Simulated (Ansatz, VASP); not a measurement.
## Two plane-wave programs on I

```xyz
4
Lattice="5.4442 0.0000 0.0000 -2.7221 4.7148 0.0000 0.0000 0.0000 8.4945" Properties=species:S:1:pos:R:3 pbc="T T T"
I     0.0000    0.0000    2.1236
I     0.0000    0.0000    6.3709
I     0.0000    3.1432    6.3709
I     2.7221    1.5716    2.1236
```

Alike in both runs: functional PBEsol; k mesh 6 × 6 × 2; occupations gaussian, width 0.1 eV; no spin polarisation.

Ansatz relaxed the structure, and its values are those at the end. VASP's run is a single point on that final structure, the one shown.

|  | VASP | Ansatz |
| --- | --- | --- |
| version | VASP 6.6.1 | Ansatz 0.2.0 |
| potentials or method | VASP PAW PBE potentials, release 64 (I) | scalar-relativistic, plane waves, PAW |
| plane-wave cutoff (eV) | 520 | 420 |
| valence electrons in the cell | 28 | 68 |

```tsv
	VASP	Ansatz	Ansatz less VASP
gap on the k mesh at the Fermi level (eV)	none	none	-
pressure (GPa)	0.0	0.0	0.00
```

A gap of «none» marks a metal or a gap that the smearing closes. With one functional, cell and mesh, what is left measures potentials, basis and numerics. The two sets of potentials don't hold the same shells in valence.

Caveats: the k mesh is coarse (spacing up to 0.37 Å⁻¹), so the values aren't converged; the PAW data sets were made with another functional, which shifts forces and pressure a little (VASP); this functional lacks dispersion, which binds the layers, so the pressure and a relaxed spacing across them are unreliable. Spin-orbit coupling is left out, which matters for the levels of I.
